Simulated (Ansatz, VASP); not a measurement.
## Si: VASP beside Ansatz

```
CELL_PARAMETERS angstrom
0.00000 2.66515 2.66515
2.66515 0.00000 2.66515
2.66515 2.66515 0.00000
ATOMIC_POSITIONS crystal
Si 0.50000 0.50000 0.50000
Si 0.75000 0.75000 0.75000
```

Alike in both runs: task single point; functional LDA; k mesh 9 × 9 × 9; occupations fermi-dirac, width 0.05 eV; no spin polarisation.

|  | VASP | Ansatz |
| --- | --- | --- |
| version | VASP 6.6.1 | Ansatz 0.2.0 |
| potentials or method | VASP PAW LDA potentials, release 64 (Si) | plane waves (420 eV) with PAW, scalar-relativistic |
| plane-wave cutoff (eV) | 520 | 420 |
| valence electrons in the cell | 8 | 8 |

|  | VASP | Ansatz | Ansatz less VASP |
| --- | --- | --- | --- |
| pressure (GPa) | 4.3 | 4.2 | -0.06 |

Ansatz warned: «pseudo_functional_mismatch».
